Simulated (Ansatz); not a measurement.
Convergence of Tl

```
Tl
1.0
     0.00000    2.16500    2.16500
     2.16500    0.00000    2.16500
     2.16500    2.16500    0.00000
Tl
1
Cartesian
  0.0000 0.0000 0.0000
```

The geometry is COD entry 2300517, unchecked; take it as a test cell.

No spin–orbit coupling, which matters for the heavy atoms here.

Theory: DFT, PBE, all-electron LAPW, scalar-relativistic in Ansatz 0.2.0.

Settings: a Γ-centred 16×16×16 k mesh, Fermi–Dirac smearing of 0.05 eV, basis error target 1 meV/atom, no spin polarisation. One setting is then changed at a time.

| basis error target (meV/atom) | free energy less the base's (meV/atom) | P (GPa) | cutoff chosen (eV) |
| --- | --- | --- | --- |
| 1 (base) | 0.0 | 37.48 | 217 |
| 3 | 0.3 | 37.48 | 192 |
| 10 | ? | 37.49 | 165 |
| 30 | ? | 37.53 | 143 |
| 0.1 | -0.1 | 37.48 | 273 |

Q: What belongs in the row "10", column "free energy less the base's (meV/atom)"?

A: 1.6.

Q: What belongs in the row "30", column "free energy less the base's (meV/atom)"?

A: 5.2.
